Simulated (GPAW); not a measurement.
Input of a GPAW 26.7.0 run:

File run.py:

```python
from ase.calculators.mixing import SumCalculator
from ase.filters import FrechetCellFilter
from ase.io import read, write
from ase.optimize import BFGS
from ase.units import GPa
from dftd3.ase import DFTD3
from gpaw import GPAW, PW, setup_paths

setup_paths.insert(0, '.')

atoms = read('Te2Mo.xyz')

calc = GPAW(mode=PW(600),
            xc='GGA_X_OPTX+GGA_C_LYP',
            kpts={'size': (5, 5, 2), 'gamma': True},
            occupations={'name': 'fermi-dirac', 'width': 0.05},
            nbands=46,
            convergence={'density': 1e-05, 'energy': 1e-05},
            maxiter=150,
            txt='gpaw.txt')
atoms.calc = SumCalculator([calc, DFTD3(method='olyp', damping='d3zero')])
opt = BFGS(FrechetCellFilter(atoms, scalar_pressure=5 * GPa), trajectory='relax.traj', logfile='-')
done = opt.run(fmax=0.05, steps=100)
calc.write('gs.gpw')
write('result.traj', atoms)
print('Converged:', done)
print('Cell:', atoms.cell.cellpar().round(4))
print('Volume:', round(atoms.get_volume(), 4))
print(atoms.get_scaled_positions().round(5))
```

Te2Mo.xyz

```xyz
6
Lattice="3.5182000000 0.0000000000 0.0000000000 -1.7591000000 3.0468505756 0.0000000000 0.0000000000 0.0000000000 13.9736000000" Properties=species:S:1:pos:R:3 pbc="T T T"
Te     1.7591000002      1.0156168584      5.2959944000
Te    -0.0000000002      2.0312337172     12.2827944000
Te     1.7591000002      1.0156168584      1.6908056000
Te    -0.0000000002      2.0312337172      8.6776056000
Mo     1.7591000002      1.0156168584     10.4802000000
Mo    -0.0000000002      2.0312337172      3.4934000000
```

Potentials or basis: PAW data sets generated in the run's folder for this functional, pw.

Command:

```console
$ gpaw-setup -f GGA_X_OPTX+GGA_C_LYP Mo Te
$ OMP_NUM_THREADS=1 python run.py
```

(1) Predict the dispersion energy per atom.

(2) Estimate the band gap on the k mesh.

(3) Estimate the relaxed cell.

(4) Estimate the space group after relaxing (to 0.05 Å).

Answers

(1) -1.148 eV.

(2) none (metal or under the smearing width).

(3) a = 3.392 Å, b = 3.392 Å, c = 12.740 Å, α = 90.00°, β = 90.00°, γ = 120.00°.

(4) P6_3/mmc (No. 194).

Caveat: the k mesh is coarse (spacing up to 0.41 Å⁻¹), so the values aren't converged; later steps reuse the first step's grids.
